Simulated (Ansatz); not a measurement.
# Hf: which structure wins, scalar-relativistic

Which of fcc, bcc, hcp is lowest for Hf, scalar-relativistic? Methods of the runs shown: PAW and LAPW.

Computed with Ansatz 0.2.0 (DFT PBE, with the methods named in each step, unless a step's input says otherwise).

## (1) The starting structure

It takes space group Fm-3m (No. 225, cubic). Conventional cell: a = 4.485 Å, b = 4.485 Å, c = 4.485 Å, α = 90.00°, β = 90.00°, γ = 90.00°. Hf (site symmetry m-3m) is surrounded by 12 Hf at 3.17 Å.

As a file:

```
CELL_PARAMETERS angstrom
0.00000 2.24273 2.24273
2.24273 0.00000 2.24273
2.24273 2.24273 0.00000
ATOMIC_POSITIONS crystal
Hf 0.00000 0.00000 0.00000
```

## (2) Fcc relaxed, PAW

Contents of input.yaml:

```yaml
crystal:
  lattice:
    - [0.0, 2.2427254771, 2.2427254771]
    - [2.2427254771, 0.0, 2.2427254771]
    - [2.2427254771, 2.2427254771, 0.0]
  atoms:
    - { symbol: Hf, position: [0.0, 0.0, 0.0] }
kpoints:
  mp_grid: { grid: [16, 16, 16] }
scf:
  occupations: { method: fermi_dirac, width: 0.05 }
hamiltonian:
  xc: pbe
  pseudopotentials: { kind: paw }
output:
  forces: true
  stress: true
  write_density: true
  write_potential: true
  elf: true
  volumetric_format: npy
relax:
  f_tol: 0.005
  max_steps: 40
  cell: {}
```

Started as:

```
> ansatz run input.yaml --threads 1 --pin off --max-ram 3072MiB --backend cpu --events-out ev --progress --plain --runs-dir out
```

The program printed (excerpt; [...] marks lines left out):

```text
[...]
Pseudopotentials: kind: paw
Pseudopotential: Hf, paw, valence charge 26, recommended cutoff 420 eV (normal)
Functional definition: PBE
[...]
Crystal: 1 atoms, lattice volume = 22.561 Å³
Basis set: ecut = 420 eV, 459 PW (Γ), exchange–correlation on 48×48×48 points (8 copies of the dense FFT grid, shifted against one another)
Bands: 17, of which v1, the nominal top of the filled ones, is band 13 counted from 1 (12 counted from 0)
Symmetry: 48 space group operations
Space group: Fm-3m (ITA 225), of the structure as read, at distance tolerance 2.8e-5 Å
k-points: 145 of 4096
[...]
SCF iter   1: F=—  HF=-15721.295320 eV  |F-HF|=—  |Δ(HF+E_count)|=         —  Δρ=2.07e-3  dr2=5.00e-4  ethr=1.77e-3  ⟨swp⟩=5.0  Hψ=10530  notcnv=0
[...]
relax step   1: F+E_penalty+E_count = -15721.29539026 eV  Δ(F+E_penalty+E_count) = +0.000e0 eV  max|allowed force component| = 0.000e0 eV/Å  Δτ_max = 0.0000 Å  P = -0.006 GPa  Ω = 22.561 Å³  (7 SCF iters, dr2 threshold 1.00e-7 eV, accepted)
[...]
relax step   2: F+E_penalty+E_count = -15721.29539026 eV  Δ(F+E_penalty+E_count) = -2.237e-10 eV  max|allowed force component| = 0.000e0 eV/Å  Δτ_max = 0.0000 Å  P = -0.006 GPa  Ω = 22.561 Å³  stress off target by 5.79e-3 GPa  SCF on the basis re-selected at this cell (its energy is not [...]
SCF converged after 3 iterations
Free energy (F): -15721.295390 eV
[...]
E sigma→0 (E₀):  -15721.288269 eV
Entropy (-TS):   -0.014243 eV (-14.243 meV/atom)
Fermi energy:    19.543109 eV
[...]
--- Forces (eV/Å), atoms counted from 1 ---
  atom   1  Hf     0.00000000     0.00000000     0.00000000
[...]
--- Stress (GPa, compression-positive) ---
       -0.005788      -0.000000      -0.000000
        0.000000      -0.005788      -0.000000
       -0.000000      -0.000000      -0.005788
  P = ⅓ Tr σ = -0.0058 GPa (-0.058 kbar)
--- Band table (eV; the first three rows and the last of 145) ---
  k-point 0: bands = ["-42.1978", "-10.4807", "-10.4807", "-10.4807", "7.8367", "7.8567", "7.8567", "7.8567", "7.9282", "7.9282", "7.9282", "12.3667", "20.9331", "20.9331", "20.9331", "23.6958", "23.6958"]
[...]
--- Relaxed structure (1 steps of the walk, 1 accepted, 1 SCFs on fresh bases) ---
  F+E_penalty+E_count = -15721.29539026 eV   max|allowed force component| = 0.000e0 eV/Å   (the final SCF, on the basis selected at the relaxed cell)
  cell:  # Å, volume = 22.5610 Å³
    - [0.0, 2.2427254771, 2.2427254771]
    - [2.2427254771, 0.0, 2.2427254771]
    - [2.2427254771, 2.2427254771, 0.0]
  atoms:
    - { symbol: Hf, position: [0.0, 0.0, 0.0] }
```

It took 12 s on 1 thread of Arm Neoverse N1, shared host; peak memory 0.35 GiB.

Step by step:

| step | energy from step 1 (eV/cell) | largest force component (eV/Å) | pressure (GPa) | volume (Å³) |
| --- | --- | --- | --- | --- |
| 1 | 0.0000 | 0.0000 | -0.01 | 22.56 |
| 2 | 0.0000 | 0.0000 | -0.01 | 22.56 |

Step 1 is the start. Step 2 repeats the geometry before on a plane-wave basis chosen anew for that cell, so the energy can jump there without any move; the table keeps such jumps.

| input's cell | before | after | change |
| --- | --- | --- | --- |
| a (Å) | 3.172 | 3.172 | -0.0 % |
| b (Å) | 3.172 | 3.172 | -0.0 % |
| c (Å) | 3.172 | 3.172 | -0.0 % |
| volume (Å³/atom) | 22.56 | 22.56 | -0.0 % |

Read from it: pressure -0.01 GPa; no gap.

## (3) Fcc relaxed, LAPW

Changes to input.yaml since step 2:

```diff
@@ -13,3 +13,3 @@
   xc: pbe
-  pseudopotentials: { kind: paw }
+  pseudopotentials: { kind: all_electron, lapw: { basis_error: 0.0005 } }
 output:
@@ -17,9 +17,7 @@
   stress: true
-  write_density: true
-  write_potential: true
-  elf: true
-  volumetric_format: npy
+  eigenvalues: true
+  populations: true
 relax:
   f_tol: 0.005
-  max_steps: 40
+  max_steps: 25
   cell: {}
```

Started as:

```
> ansatz run input.yaml --threads 1 --pin off --max-ram 3072MiB --backend cpu --events-out ev --progress --plain --runs-dir out
```

The program printed (excerpt; [...] marks lines left out):

```text
[...]
Hf: projections on atomic orbitals take those of the free atom 1s2 2s2 2p6 3s2 3p6 3d10 4s2 4p6 4d10 4f14 5s2 5p6 5d2 6s2, of charge +0.00 (hamiltonian.pseudopotentials.projection_atoms)
LAPW: plane waves up to 7.949 Å⁻¹, error target 5.0e-4 eV per atom; small_component_spin mean_spin; Hf in spheres of 1.538 Å, 36 of its electrons in bands, Dirac shells []
[...]
Pseudopotentials: kind: all_electron
Pseudopotential: Hf, LAPW, valence charge 36, Koelling and Harmon's equation, gaussian nucleus
[... 1 set-up line as earlier in the session ...]
[...]
Crystal: 1 atoms, lattice volume = 22.561 Å³
Basis set: ecut = 240.72150650986288 eV, 181 PW (Γ), exchange–correlation at level 2
Bands: 22, of which v1, the nominal top of the filled ones, is band 18 counted from 1 (17 counted from 0)
[... 2 set-up lines as earlier in the session ...]
[...]
Fermi energy:    19.857221 eV
[...]
--- Forces (eV/Å), atoms counted from 1 ---
  atom   1  Hf    -0.00000000     0.00000000     0.00000000
[...]
--- Stress (GPa, compression-positive) ---
        0.012085      -0.000000      -0.000000
       -0.000000       0.012085       0.000000
       -0.000000       0.000000       0.012085
  P = ⅓ Tr σ = 0.0121 GPa (0.121 kbar)
--- Band table (eV; the first three rows and the last of 145) ---
[... band rows left out ...]
[...]
--- Relaxed structure (1 steps of the walk, 1 accepted, 1 SCFs on fresh bases) ---
  F+E_penalty+E_count = -410250.17872025 eV   max|allowed force component| = 0.000e0 eV/Å   (the final SCF, on the basis selected at the relaxed cell)
  cell:  # Å, volume = 22.5610 Å³
    - [0.0, 2.2427254771, 2.2427254771]
    - [2.2427254771, 0.0, 2.2427254771]
    - [2.2427254771, 2.2427254771, 0.0]
  atoms:
    - { symbol: Hf, position: [0.0, 0.0, 0.0] }
--- Löwdin populations: 1 site ---
  site symbol       q [e]
     0     Hf     71.9192
  spilling = 0.001123 (of n_electrons = 72.000000)
```

Run time: 45 s. Hardware: 1 thread of Arm Neoverse N1, shared host; peak memory 0.38 GiB.

Step by step:

| step | energy from step 1 (eV/cell) | largest force component (eV/Å) | pressure (GPa) | volume (Å³) |
| --- | --- | --- | --- | --- |
| 1 | 0.0000 | 0.0000 | 0.01 | 22.56 |
| 2 | 0.0000 | 0.0000 | 0.01 | 22.56 |

Step 1 is the start. Step 2 repeats the geometry before on a plane-wave basis chosen anew for that cell, so the energy can jump there without any move; the table keeps such jumps.

| input's cell | before | after | change |
| --- | --- | --- | --- |
| a (Å) | 3.172 | 3.172 | +0.0 % |
| b (Å) | 3.172 | 3.172 | +0.0 % |
| c (Å) | 3.172 | 3.172 | +0.0 % |
| volume (Å³/atom) | 22.56 | 22.56 | +0.0 % |

Read from it: pressure 0.01 GPa; no gap.

## (4) Bcc relaxed, PAW

Contents of input.yaml:

```yaml
crystal:
  lattice:
    - [-1.7800523908, 1.7800523908, 1.7800523908]
    - [1.7800523908, -1.7800523908, 1.7800523908]
    - [1.7800523908, 1.7800523908, -1.7800523908]
  atoms:
    - { symbol: Hf, position: [0.0, 0.0, 0.0] }
kpoints:
  mp_grid: { grid: [16, 16, 16] }
scf:
  occupations: { method: fermi_dirac, width: 0.05 }
hamiltonian:
  xc: pbe
  pseudopotentials: { kind: paw }
output:
  forces: true
  stress: true
relax:
  f_tol: 0.005
  max_steps: 40
  cell: {}
```

Started as:

```
> ansatz run input.yaml --threads 1 --pin off --max-ram 3072MiB --backend cpu --events-out ev --progress --plain --runs-dir out
```

The program printed:

```text
Engine: ansatz 0.2.0
[... 3 set-up lines as earlier in the session ...]
  parameter kappa = 0.804
  parameter beta = 0.06672455060314922
  exchange = pbe_x(kappa = kappa, mu = beta*pi^2/3)
  correlation = pbe_c(beta = beta)
Crystal: 1 atoms, lattice volume = 22.561 Å³
Basis set: ecut = 420 eV, 429 PW (Γ), exchange–correlation on 48×48×48 points (8 copies of the dense FFT grid, shifted against one another)
Bands: 17, of which v1, the nominal top of the filled ones, is band 13 counted from 1 (12 counted from 0)
[... 1 set-up line as earlier in the session ...]
Space group: Im-3m (ITA 229), of the structure as read, at distance tolerance 2.8e-5 Å
k-points: 145 of 4096
Non-local potential: Hf, projectors of the file, l = 0: 3, l = 1: 2, l = 2: 2, l = 3: 3
PAW form: soft (Blöchl's): semilocal exchange-correlation on the pseudo side does not see the compensation charge
PAW one-centre angular grid: Hf, 590 points (default); XC on 64 Gauss nodes
Initial density: superposition of atomic densities (neutral atoms: chi_scale 0, normalization atom), corrected by the library's trained network
Initial wavefunctions: pseudopotential atomic-orbital guess
Functional: x = pbe(κ = 0.804, μ = 0.2195149727645171), c = pbe(β = 0.06672455060314922)
SCF iter   1: F=—  HF=-15721.190163 eV  |F-HF|=—  |Δ(HF+E_count)|=         —  Δρ=2.58e-3  dr2=7.06e-4  ethr=1.77e-3  ⟨swp⟩=5.0  Hψ=10546  notcnv=0
preconditioner: auto → Kerker (q_TF=auto, 2.794 Å⁻¹)  [metal: Δε(μ)=0.030 eV  Ē_g=18.450 eV  σ=0.050 eV  W_gap=0.15  n_scr=12 (ndim 8)  ℏωp=38.3 eV  f_vac=0.000  D(μ)=1.64/eV (n_scr^D=18)]
SCF iter   2: F=—  HF=-15721.190017 eV  |F-HF|=—  |Δ(HF+E_count)|=   1.45e-4  Δρ=1.54e-3  dr2=2.84e-4  ethr=2.72e-6  ⟨swp⟩=2.6  Hψ=5237  notcnv=0
SCF iter   3: F=—  HF=-15721.190002 eV  |F-HF|=—  |Δ(HF+E_count)|=   1.53e-5  Δρ=2.25e-4  dr2=8.14e-6  ethr=1.09e-6  ⟨swp⟩=1.8  Hψ=2682  notcnv=0
SCF iter   4: F=—  HF=-15721.190001 eV  |F-HF|=—  |Δ(HF+E_count)|=   1.16e-6  Δρ=1.43e-4  dr2=3.12e-6  ethr=3.13e-8  ⟨swp⟩=2.1  Hψ=4252  notcnv=0  defer=1
SCF iter   5: F=—  HF=-15721.189999 eV  |F-HF|=—  |Δ(HF+E_count)|=   1.67e-6  Δρ=3.31e-5  dr2=1.46e-7  ethr=1.20e-8  ⟨swp⟩=2.1  Hψ=4207  notcnv=0  defer=1
SCF iter   6: F=-15721.189999 eV  HF=-15721.189999 eV  |F-HF|=3.42e-9  |Δ(HF+E_count)|=   1.63e-7  Δρ=7.46e-6  dr2=8.30e-9  ethr=3.85e-10  ⟨swp⟩=5.1  Hψ=9868  notcnv=0
SCF 1 converged in 6 iterations: F = -15721.189999 eV  dr2 = 8.30e-9
relax step   1: F+E_penalty+E_count = -15721.18999914 eV  Δ(F+E_penalty+E_count) = +0.000e0 eV  max|allowed force component| = 0.000e0 eV/Å  Δτ_max = 0.0000 Å  P = -1.252 GPa  Ω = 22.561 Å³  (6 SCF iters, dr2 threshold 1.00e-7 eV, accepted)
Crystal: 1 atoms, lattice volume = 21.986 Å³
Initial density: handed on by an earlier stage of this run
Initial wavefunctions: those handed on with the density
iter 1 solved again at ethr=1.76e-7 eV; its pass at ethr=3.10e-3 eV (dr2=4.58e-5 eV) is discarded
SCF iter   1: F=—  HF=-15721.190067 eV  |F-HF|=—  |Δ(HF+E_count)|=         —  Δρ=7.68e-4  dr2=4.83e-5  ethr=1.76e-7  ⟨swp⟩=2.2  Hψ=15393  notcnv=0
preconditioner: auto → Kerker (q_TF=auto, 2.806 Å⁻¹)  [metal: Δε(μ)=0.002 eV  Ē_g=18.497 eV  σ=0.050 eV  W_gap=0.01  n_scr=12 (ndim 8)  ℏωp=38.8 eV  f_vac=0.000  D(μ)=1.53/eV (n_scr^D=12)]
SCF iter   2: F=—  HF=-15721.190042 eV  |F-HF|=—  |Δ(HF+E_count)|=   2.58e-5  Δρ=3.33e-4  dr2=1.34e-5  ethr=1.76e-7  ⟨swp⟩=2.0  Hψ=4298  notcnv=0
SCF iter   3: F=—  HF=-15721.190039 eV  |F-HF|=—  |Δ(HF+E_count)|=   2.90e-6  Δρ=1.84e-4  dr2=4.60e-6  ethr=5.17e-8  ⟨swp⟩=2.0  Hψ=4062  notcnv=0
SCF iter   4: F=—  HF=-15721.190039 eV  |F-HF|=—  |Δ(HF+E_count)|=   4.96e-8  Δρ=6.48e-5  dr2=9.24e-7  ethr=1.77e-8  ⟨swp⟩=2.1  Hψ=4293  notcnv=0
SCF iter   5: F=—  HF=-15721.190038 eV  |F-HF|=—  |Δ(HF+E_count)|=   4.65e-7  Δρ=1.02e-5  dr2=2.36e-8  ethr=3.85e-10  ⟨swp⟩=3.4  Hψ=11037  notcnv=0
SCF iter   6: F=-15721.190038 eV  HF=-15721.190038 eV  |F-HF|=4.80e-10  |Δ(HF+E_count)|=   1.56e-9  Δρ=2.33e-6  dr2=9.40e-10  ethr=9.07e-11  ⟨swp⟩=4.4  Hψ=8785  notcnv=0
SCF 2 converged in 6 iterations: F = -15721.190038 eV  dr2 = 9.40e-10
relax step   2: F+E_penalty+E_count = -15721.19003830 eV  Δ(F+E_penalty+E_count) = -3.916e-5 eV  max|allowed force component| = 0.000e0 eV/Å  Δτ_max = 0.0000 Å  P = +1.354 GPa  Ω = 21.986 Å³  energy of the carried Pulay correction = +1.320e-4 eV  (6 SCF iters, dr2 threshold 1.00e-7 eV, rejected (line search))
Crystal: 1 atoms, lattice volume = 22.281 Å³
iter 1 solved again at ethr=7.65e-8 eV; its pass at ethr=3.10e-3 eV (dr2=1.99e-5 eV) is discarded
SCF iter   1: F=—  HF=-15721.191192 eV  |F-HF|=—  |Δ(HF+E_count)|=         —  Δρ=3.98e-4  dr2=1.32e-5  ethr=7.65e-8  ⟨swp⟩=3.1  Hψ=14636  notcnv=0
preconditioner: auto → Kerker (q_TF=auto, 2.799 Å⁻¹)  [metal: Δε(μ)=0.032 eV  Ē_g=18.490 eV  σ=0.050 eV  W_gap=0.16  n_scr=12 (ndim 8)  ℏωp=38.5 eV  f_vac=0.000  D(μ)=1.58/eV (n_scr^D=18)]
SCF iter   2: F=—  HF=-15721.191187 eV  |F-HF|=—  |Δ(HF+E_count)|=   5.80e-6  Δρ=1.68e-4  dr2=3.46e-6  ethr=5.08e-8  ⟨swp⟩=2.0  Hψ=4293  notcnv=0
SCF iter   3: F=—  HF=-15721.191187 eV  |F-HF|=—  |Δ(HF+E_count)|=   1.12e-7  Δρ=9.56e-5  dr2=1.26e-6  ethr=1.33e-8  ⟨swp⟩=2.0  Hψ=4062  notcnv=0
SCF iter   4: F=—  HF=-15721.191185 eV  |F-HF|=—  |Δ(HF+E_count)|=   1.63e-6  Δρ=3.24e-5  dr2=2.34e-7  ethr=4.84e-9  ⟨swp⟩=2.0  Hψ=4301  notcnv=0
SCF iter   5: F=—  HF=-15721.191185 eV  |F-HF|=—  |Δ(HF+E_count)|=   1.18e-7  Δρ=5.44e-6  dr2=6.91e-9  ethr=9.00e-10  ⟨swp⟩=2.0  Hψ=4361  notcnv=0
SCF iter   6: F=—  HF=-15721.191185 eV  |F-HF|=—  |Δ(HF+E_count)|=  6.64e-10  Δρ=1.05e-6  dr2=1.86e-10  ethr=2.66e-11  ⟨swp⟩=2.0  Hψ=4389  notcnv=0
SCF iter   7: F=-15721.191185 eV  HF=-15721.191185 eV  |F-HF|=3.64e-12  |Δ(HF+E_count)|=  1.64e-11  Δρ=2.10e-7  dr2=5.13e-12  ethr=1.00e-12  ⟨swp⟩=4.7  Hψ=13324  notcnv=0
SCF 3 converged in 7 iterations: F = -15721.191185 eV  dr2 = 5.13e-12
relax step   3: F+E_penalty+E_count = -15721.19118492 eV  Δ(F+E_penalty+E_count) = -1.186e-3 eV  max|allowed force component| = 0.000e0 eV/Å  Δτ_max = 0.0000 Å  P = -0.021 GPa  Ω = 22.281 Å³  energy of the carried Pulay correction = +6.386e-5 eV  (7 SCF iters, accepted)
Initial wavefunctions: pseudopotential atomic-orbital guess (no wavefunctions were taken with the density)
iter 1 solved again at ethr=1.31e-9 eV; its pass at ethr=3.10e-3 eV (dr2=3.40e-7 eV) is discarded
SCF iter   1: F=—  HF=-15721.191120 eV  |F-HF|=—  |Δ(HF+E_count)|=         —  Δρ=1.50e-5  dr2=6.77e-9  ethr=1.31e-9  ⟨swp⟩=4.2  Hψ=19505  notcnv=0
preconditioner: auto → Kerker (q_TF=auto, 2.799 Å⁻¹)  [metal: Δε(μ)=0.032 eV  Ē_g=18.482 eV  σ=0.050 eV  W_gap=0.16  n_scr=12 (ndim 8)  ℏωp=38.5 eV  f_vac=0.000  D(μ)=1.58/eV (n_scr^D=18)]
SCF iter   2: F=—  HF=-15721.191120 eV  |F-HF|=—  |Δ(HF+E_count)|=   1.31e-7  Δρ=1.10e-5  dr2=1.27e-8  ethr=2.60e-11  ⟨swp⟩=3.0  Hψ=5310  notcnv=0
SCF iter   3: F=—  HF=-15721.191120 eV  |F-HF|=—  |Δ(HF+E_count)|=   2.74e-9  Δρ=6.30e-6  dr2=3.18e-9  ethr=2.60e-11  ⟨swp⟩=2.0  Hψ=4202  notcnv=0
SCF iter   4: F=—  HF=-15721.191120 eV  |F-HF|=—  |Δ(HF+E_count)|=   1.06e-9  Δρ=5.13e-7  dr2=2.58e-11  ethr=1.22e-11  ⟨swp⟩=2.9  Hψ=4271  notcnv=0
SCF iter   5: F=—  HF=-15721.191120 eV  |F-HF|=—  |Δ(HF+E_count)|=  4.18e-11  Δρ=1.59e-7  dr2=1.24e-12  ethr=1.00e-12  ⟨swp⟩=6.0  Hψ=11787  notcnv=0
SCF iter   6: F=-15721.191120 eV  HF=-15721.191120 eV  |F-HF|=3.64e-12  |Δ(HF+E_count)|=  3.64e-12  Δρ=2.81e-8  dr2=1.22e-13  ethr=1.00e-12  ⟨swp⟩=5.6  Hψ=10878  notcnv=0
SCF 4 converged in 6 iterations: F = -15721.191120 eV  dr2 = 1.22e-13
relax step   4: F+E_penalty+E_count = -15721.19111980 eV  Δ(F+E_penalty+E_count) = +6.511e-5 eV  max|allowed force component| = 0.000e0 eV/Å  Δτ_max = 0.0000 Å  P = -0.022 GPa  Ω = 22.281 Å³  stress off target by 2.16e-2 GPa  SCF on the basis re-selected at this cell (its energy is not comparable with the rows above)  (6 SCF iters)
basis re-selected at this cell: Δ(F+E_penalty+E_count) = +6.511e-5 eV, ΔP = -0.001 GPa vs the last step (what re-selecting the basis moved, of the pressure what is left beyond the Pulay correction that the steps carried, after the strain that the cell walked since its last selection, with what the two solves' SCF thresholds leave and, on support functions, any second-order correction that the steps lacked; it is no measure of the basis error at this ecutwfc). This SCF's stress stands 2.16e-2 GPa from its target on what of the cell is left free (relax.cell.stress_tol is 5.00e-2 GPa) and its largest allowed force component is 0.00e0 eV/Å (relax.f_tol is 5.00e-3 eV/Å): within both
SCF converged after 6 iterations
Free energy (F): -15721.191120 eV
Harris-Foulkes:  -15721.191120 eV  (|F-HF|=3.64e-12)
Internal energy: -15721.177232 eV  (E = F + TS)
E sigma→0 (E₀):  -15721.184176 eV
Entropy (-TS):   -0.013888 eV (-13.888 meV/atom)
Fermi energy:    19.646632 eV
--- Per-component energies (eV) ---
  E_band       = 39.461662
  E_kinetic    = 424.753752
  E_local      = -5058.509390  (includes V_loc(G=0)·N_el)
  E_nonlocal   = -1244.439030
  E_hartree    = 2380.881792
  E_xc         = -300.137647
  E_vxc        = -266.262555  (∫ρ·V_xc dr)
  E_paw        = -6927.712747  (= ΣΔE_a)
  E_vpaw       = 1422.155322  (= ΣTr[D̂ρ^β])
  E_aug_tail   = -0.000001  (compensation charges beyond the density's cutoff)
  E_ewald      = -4996.013961
  E_smearing   = -0.013888  (= −TS)
  E_closure    = 0.000000  (closes the sum)
  Σ components = -15721.191120   (vs F -15721.191120, Δ=0.00e0)
--- Forces (eV/Å), atoms counted from 1 ---
  atom   1  Hf     0.00000000     0.00000000     0.00000000
  max |Σ_I F_I| component: 2.83e-30 eV/Å
--- Stress (GPa, compression-positive) ---
       -0.021561      -0.000000       0.000000
       -0.000000      -0.021561       0.000000
       -0.000000       0.000000      -0.021561
  P = ⅓ Tr σ = -0.0216 GPa (-0.216 kbar)
--- Relaxed structure (3 steps of the walk, 2 accepted, 1 SCFs on fresh bases) ---
  F+E_penalty+E_count = -15721.19111980 eV   max|allowed force component| = 0.000e0 eV/Å   (the final SCF, on the basis selected at the relaxed cell)
  cell:  # Å, volume = 22.2810 Å³
    - [-1.7726572724153178, 1.7726572724153178, 1.7726572724153178]
    - [1.7726572724153178, -1.7726572724153178, 1.7726572724153178]
    - [1.7726572724153178, 1.7726572724153178, -1.7726572724153178]
  atoms:
    - { symbol: Hf, position: [0.0, 0.0, 0.0] }
```

It took 20 s on 1 thread of Arm Neoverse N1, shared host; peak memory 0.34 GiB.

Step by step:

| step | energy from step 1 (eV/cell) | largest force component (eV/Å) | pressure (GPa) | volume (Å³) |
| --- | --- | --- | --- | --- |
| 1 | 0.0000 | 0.0000 | -1.25 | 22.56 |
| 2x | 0.0000 | 0.0000 | 1.35 | 21.99 |
| 3 | -0.0012 | 0.0000 | -0.02 | 22.28 |
| 4 | -0.0011 | 0.0000 | -0.02 | 22.28 |

Step 1 is the start. Step 4 repeats the geometry before on a plane-wave basis chosen anew for that cell, so the energy can jump there without any move; the table keeps such jumps. 1 step was tried and not accepted (marked x).

| input's cell | before | after | change |
| --- | --- | --- | --- |
| a (Å) | 3.083 | 3.070 | -0.4 % |
| b (Å) | 3.083 | 3.070 | -0.4 % |
| c (Å) | 3.083 | 3.070 | -0.4 % |
| volume (Å³/atom) | 22.56 | 22.28 | -1.2 % |

(Part 1 of 2 ends here.)
